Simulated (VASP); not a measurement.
The system is HfO2.

```
Hf O
1.0
     5.11800    0.00000    0.00000
     0.00000    5.18570    0.00000
    -0.85866    0.00000    5.21387
Hf O
4 8
Direct
  0.27550 0.03970 0.20800
  0.72450 0.53970 0.29200
  0.72450 0.96030 0.79200
  0.27550 0.46030 0.70800
  0.44870 0.75810 0.48010
  0.55130 0.25810 0.01990
  0.55130 0.24190 0.51990
  0.44870 0.74190 0.98010
  0.07420 0.33160 0.34670
  0.92580 0.83160 0.15330
  0.92580 0.66840 0.65330
  0.07420 0.16840 0.84670
```

* Program: VASP 6.6.1
* Task: relaxation of cell and atoms
* Functional: PBEsol
* Potentials or basis: VASP PAW PBE potentials, release 64 (Hf_pv, O)
* Cutoff: 600 eV
* k mesh: 6 × 6 × 6
* Occupations: fermi-dirac, width 0.05 eV
* Spin: no spin polarisation

At the start: pressure -4.8 GPa; volume 11.53 Å³/atom.

Question: How do energy, volume and symmetry change on relaxing?

Answer: Over 26 steps the energy falls by 6.3 meV/atom and the volume is 11.27 Å³/atom (-2.3 %); space group P2_1/c (No. 14, to 0.05 Å).

The path:
```tsv
step	energy change (eV)	largest force (eV/Å)	pressure (GPa)	volume (Å³)
1	0.0000	0.4313	-4.81	138.38
2	0.0331	0.2187	8.20	131.56
3	-0.0579	0.2863	0.67	135.29
4	-0.0678	0.2188	-0.14	135.51
5	-0.0680	0.1806	-0.04	135.48
6	-0.0722	0.0745	-0.02	135.50
7	-0.0722	0.0821	-0.02	135.50
8	-0.0737	0.0183	-0.03	135.49
9	-0.0738	0.0235	-0.02	135.48
10	-0.0740	0.0175	0.05	135.45
11	-0.0740	0.0192	0.08	135.44
12	-0.0741	0.0189	-0.10	135.53
13	-0.0741	0.0190	-0.13	135.54
14	-0.0742	0.0162	-0.10	135.52
15	-0.0743	0.0220	0.00	135.46
16	-0.0744	0.0158	0.02	135.43
17	-0.0746	0.0307	0.07	135.34
18	-0.0747	0.0154	0.02	135.36
19	-0.0748	0.0269	-0.06	135.38
20	-0.0749	0.0274	-0.06	135.36
21	-0.0751	0.0298	-0.04	135.31
22	-0.0750	0.0365	-0.02	135.20
23	-0.0751	0.0316	-0.03	135.28
24	-0.0753	0.0177	0.02	135.23
25	-0.0753	0.0199	0.02	135.22
26	-0.0753	0.0066	0.03	135.23
```

Final structure:
```
CELL_PARAMETERS angstrom
5.07439 0.00000 -0.01191
0.00000 5.15606 0.00000
-0.86356 0.00000 5.17062
ATOMIC_POSITIONS crystal
Hf 0.27733 0.04269 0.20773
Hf 0.72267 0.54269 0.29227
Hf 0.72267 0.95731 0.79227
Hf 0.27733 0.45731 0.70773
O 0.44694 0.75827 0.48099
O 0.55306 0.25827 0.01901
O 0.55306 0.24173 0.51901
O 0.44694 0.74173 0.98099
O 0.07155 0.33797 0.34015
O 0.92845 0.83797 0.15985
O 0.92845 0.66203 0.65985
O 0.07155 0.16203 0.84015
```

Caveat: the PAW data sets were made with another functional, which shifts forces and pressure a little.
